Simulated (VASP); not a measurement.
# Si (P6_3/mmc) in VASP: further runs

The runs below take Si through single point, with PBE.

Everything below comes from runs of VASP 6.6.1. Logs are shortened: lines on timing, memory, paths and dates and some standing lists are left out, and cuts for length are marked.

## 1. Starting point

It takes space group P6_3/mmc (No. 194, hexagonal). Conventional cell: a = 3.831 Å, b = 3.831 Å, c = 6.333 Å, α = 90.00°, β = 90.00°, γ = 120.00°. Around Si (site symmetry 3m) lie 4 Si at 2.35 to 2.37 Å.

This isn't the form of Si at room conditions, which is diamond.

## 2. Single point, PBE

The input, INCAR:

```
PREC = Accurate
ENCUT = 280
EDIFF = 1E-6
ISMEAR = 0
SIGMA = 0.05
LREAL = F
LASPH = T
NELM = 100
ALGO = Normal
ISIF = 2
LWAVE = F
LCHARG = F
GGA = PE
NBANDS = 16
ADDGRID = F
```

The input, KPOINTS:

```
Automatic mesh
0
Gamma
  10 10 5
```

The input, POSCAR:

```
Si
1.0
    3.8313174605      0.0000000000      0.0000000000
   -1.9156587303      3.3180182508      0.0000000000
    0.0000000000      0.0000000000      6.3326220002
Si
4
Direct
    0.6655130000      0.3227030000      0.9380340000
    0.3547120000      0.6831860000      0.4293900000
    0.6599490000      0.3251260000      0.5656880000
    0.3139780000      0.6447660000      0.0617650000
```

Potentials or basis: VASP PAW PBE potentials, release 64 (Si).

Started as:

```console
$ cat potpaw_PBE.64/Si/POTCAR > POTCAR
$ mpirun -np 1 vasp_std > vasp.out
```

OUTCAR:

```text
PREC = Accurate
   ENCUT = 280
   EDIFF = 1E-6
   ISMEAR = 0
   LREAL = F
   LASPH = T
   NELM = 100
   ISIF = 2
   GGA = PE

 Found    252 irreducible k-points:

 Following reciprocal coordinates:
            Coordinates               Weight
  0.000000  0.000000  0.000000      1.000000
  0.100000 -0.000000  0.000000      2.000000
  0.000000  0.100000  0.000000      2.000000
 -0.100000  0.100000  0.000000      2.000000
  0.200000 -0.000000  0.000000      2.000000
  0.000000  0.200000  0.000000      2.000000
   k-points           NKPTS =    252   k-points in BZ     NKDIM =    252   number of bands    NBANDS=     16
   number of dos      NEDOS =    301   number of ions     NIONS =      4
   total plane-waves  NPLWV =  20736
   dimension x,y,z NGX =    24 NGY =   24 NGZ =   36
   dimension x,y,z NGXF=    48 NGYF=   48 NGZF=   72
   ions per type =               4
   NGX,Y,Z   is equivalent  to a cutoff of  10.41, 10.41,  9.45 a.u.
   NGXF,Y,Z  is equivalent  to a cutoff of  20.83, 20.83, 18.90 a.u.
 SYSTEM =  unknown system
   PREC   = accura    normal or accurate (medium, high low for compatibility)
   ISTART =      0    job   : 0-new  1-cont  2-samecut
   ICHARG =      2    charge: 1-file 2-atom 10-const
   ISPIN  =      1    spin polarized calculation?
   LNONCOLLINEAR =      F non collinear calculations
   LSORBIT =      F    spin-orbit coupling
   LASPH  =      T    aspherical Exc in radial PAW
   ENCUT  =  280.0 eV  20.58 Ry    4.54 a.u.   5.23  5.23  8.64*2*pi/ulx,y,z
   NELM   =    100;   NELMIN=  2; NELMDL= -5     # of ELM steps
   EDIFF  = 0.1E-05   stopping-criterion for ELM
   LREAL  =      F    real-space projection
   EDIFFG = 0.1E-04   stopping-criterion for IOM
   NSW    =      0    number of steps for IOM
   IBRION =     -1    ionic relax: 0-MD 1-quasi-New 2-CG
   NFREE  =      0    steps in history (QN), initial steepest desc. (CG)
   ISIF   =      2    stress and relaxation
   ISYM   =      2    0-nonsym 1-usesym 2-fastsym
   POTIM  = 0.5000    time-step for ionic-motion
   TEBEG  =    0.0;   TEEND  =   0.0 temperature during run
   PSTRESS=    0.0 pullay stress
   NELECT =      16.0000    total number of electrons
   NUPDOWN=      -1.0000    fix difference up-down
   EMIN   =  10.00;   EMAX   =-10.00  energy-range for DOS
   EFERMI =   0.00;   METHOD = LEGACY
   ISMEAR =     0;   SIGMA  =   0.05  broadening in eV -4-tet -1-fermi 0-gaus
   EFERMI_NEDOS =   21; number of points for ismear=-14 and -15
   IALGO  =     38    algorithm
   IMIX   =      4    mixing-type and parameters
     AMIX     =   0.40;   BMIX     =  1.00
     AMIX_MAG =   1.60;   BMIX_MAG =  1.00
  volume/ion in A,a.u.               =      20.13       135.81
  Fermi-wavevector in a.u.,A,eV,Ry     =   0.955384  1.805414 12.418837  0.912759
  Thomas-Fermi vector in A             =   2.084217
   LORBIT       =      0    0 simple, 1 ext, 2 COOP (PROOUT), +10 PAW based schemes
   GGA     = PE    functional components
   LHFCALC =     F    Hartree Fock is set to
   AEXX    =    0.0000 exact exchange contribution
   IVDW    =     0    specifies the selected vdW correction
   LEPSILON=     F    determine dielectric tensor
   LRPA    =     F    only Hartree local field effects (RPA)
 non-spin polarized calculation
 Gauss-broadening in eV      SIGMA  =   0.05
  energy-cutoff  :      280.00
  volume of cell :       80.50
 maximum number of plane-waves:       869
 NGX is ok and might be reduce to    24
   NGX = 11   NGY = 11   NGZ = 17

 number of electron      16.0000000 magnetization

 Free energy of the ion-electron system (eV)
  ---------------------------------------------------
  ext. energy  EPLUGINS =         0.00000000
  ---------------------------------------------------
  free energy    TOTEN  =       -21.51828094 eV

  energy without entropy =      -21.51823474  energy(sigma->0) =      -21.51825784

 E-fermi :   6.3884     XC(G=0):  -9.3880

 val. band max:        6.3390331274   @ k =   0.0000   0.0000   0.0000
 cond. band min:       6.4454354645   @ k =   0.5000   0.5000   0.0000
 fundamental gap:      0.1064023371
 Fermi energy:         6.3883838092

 k-point     1 :       0.0000    0.0000    0.0000
  band No.  band energies     occupation
      1      -6.1749      2.00000
      2      -3.8354      2.00000
      3      -1.2886      2.00000
      4       4.4622      2.00000
      5       4.5212      2.00000
      6       5.4879      2.00000
      7       6.0616      2.00000
      8       6.3390      1.83724
      9       7.0964      0.00000
     10       7.9194      0.00000
     11       8.0227      0.00000
     12       8.4402      0.00000
     13       9.5309      0.00000
     14      10.1812      0.00000
     15      10.3689      0.00000
     16      11.9227      0.00000

 k-point     2 :       0.1000   -0.0000    0.0000
  band No.  band energies     occupation
      1      -6.0593      2.00000
      2      -3.7179      2.00000
      3      -1.2281      2.00000
      4       3.5956      2.00000
      5       4.2570      2.00000
      6       5.2108      2.00000
      7       5.5300      2.00000
      8       5.8570      2.00000
      9       7.5080      0.00000
     10       8.3257      0.00000
     11       8.3645      0.00000
     12       8.5507      0.00000
     13       9.7848      0.00000
     14      10.6316      0.00000
     15      10.7490      0.00000
     16      11.3313      0.00000

 k-point     3 :       0.0000    0.1000    0.0000
  band No.  band energies     occupation
      1      -6.0586      2.00000
      2      -3.7162      2.00000
      3      -1.2290      2.00000
      4       3.5707      2.00000
      5       4.2736      2.00000
      6       5.1446      2.00000
      7       5.4205      2.00000
      8       6.0649      2.00000
      9       7.5408      0.00000
     10       8.2637      0.00000
     11       8.3427      0.00000
     12       8.5932      0.00000
     13       9.8535      0.00000
     14      10.6253      0.00000
     15      10.7007      0.00000
     16      11.2847      0.00000

 k-point     4 :      -0.1000    0.1000    0.0000
  band No.  band energies     occupation
      1      -6.0593      2.00000
      2      -3.7170      2.00000
      3      -1.2287      2.00000
      4       3.6159      2.00000
      5       4.2236      2.00000
      6       5.3043      2.00000
      7       5.3141      2.00000
      8       6.0114      2.00000
      9       7.5168      0.00000
     10       8.2670      0.00000
     11       8.3576      0.00000
     12       8.5863      0.00000
     13       9.8113      0.00000
     14      10.6273      0.00000
     15      10.7295      0.00000
     16      11.3254      0.00000

 k-point     5 :       0.2000   -0.0000    0.0000
  band No.  band energies     occupation
      1      -5.7170      2.00000
      2      -3.3702      2.00000
      3      -1.1062      2.00000
      4       2.1905      2.00000
      5       3.7176      2.00000
      6       3.8766      2.00000
      7       4.8900      2.00000
      8       5.4147      2.00000
      9       7.2318      0.00000
     10       8.8287      0.00000
     11       8.9799      0.00000
     12       9.3187      0.00000
     13       9.6159      0.00000
     14      10.6466      0.00000
     15      11.5765      0.00000
     16      12.0813      0.00000

 k-point     6 :       0.0000    0.2000    0.0000
  band No.  band energies     occupation
      1      -5.7140      2.00000
      2      -3.3628      2.00000
      3      -1.1128      2.00000
      4       2.1802      2.00000
      5       3.5627      2.00000
      6       3.9169      2.00000
      7       4.8580      2.00000
      8       5.5701      2.00000
      9       7.2811      0.00000
     10       8.7647      0.00000
     11       8.9611      0.00000
     12       9.4439      0.00000
     13       9.6975      0.00000
     14      10.6090      0.00000
     15      11.7329      0.00000
     16      11.8162      0.00000

 [... further k-points ...]

------------------------ aborting loop because EDIFF is reached ----------------------------------------

  FORCE on cell =-STRESS in cart. coord.  units (eV):
  Direction    XX          YY          ZZ          XY          YZ          ZX
  --------------------------------------------------------------------------------------
  -------------------------------------------------------------------------------------
  Total        0.2243505      0.7484374      1.1381196      0.0418213      0.8479314      0.6806609
  in kB        4.4650590     14.8955172     22.6510333      0.8323340     16.8756624     13.5466197
  external PRESSURE =      14.0038698 kB  Pullay stress =       0.0000000 kB

 VOLUME and BASIS-vectors are now :
 -----------------------------------------------------------------------------
  energy-cutoff  :      280.00
  volume of cell :       80.50
      direct lattice vectors                 reciprocal lattice vectors
     3.831317461  0.000000000  0.000000000     0.261006823  0.150692360  0.000000000
    -1.915658730  3.318018251  0.000000000     0.000000000  0.301384720  0.000000000
     0.000000000  0.000000000  6.332622000     0.000000000  0.000000000  0.157912473

 POSITION                                       TOTAL-FORCE (eV/Angst)
 -----------------------------------------------------------------------------------
      1.93160      1.07073      5.94021        -0.687371     -0.499202     -0.115840
      0.05026      2.26682      2.71916        -0.599170     -1.025579      0.666964
      1.90564      1.07877      3.58229         0.579444      0.969981     -0.416748
     -0.03220      2.13935      0.39113         0.707097      0.554800     -0.134376
 -----------------------------------------------------------------------------------
    total drift:                                0.000035     -0.000118     -0.000127

  FREE ENERGIE OF THE ION-ELECTRON SYSTEM (eV)
  ---------------------------------------------------
  free  energy   TOTEN  =       -21.5182809427 eV

  energy  without entropy=      -21.5182347368  energy(sigma->0) =      -21.51825784
```

Run time: 88 s. Hardware: 1 thread of AMD EPYC 7R13 (Zen 3), shared host; peak memory 0.18 GiB.

The run converged, but some of its settings lie outside the range that counts as converged, so its numbers aren't taken as properties of the crystal.

Results:

```
Free energy            : -21.5183 eV
Largest force          : 1.362 eV/Å
Band gap on the k mesh : 0.11 eV, indirect (least direct gap 0.76 eV)
```

Caveat: the cutoff is under 1.25 times the usual one of these potentials, so pressure, stress and relaxed cells hold a basis-set (Pulay) error; an odd mesh through Γ misses points on the zone boundary, where band edges often lie.

[end of part 1 of 2]
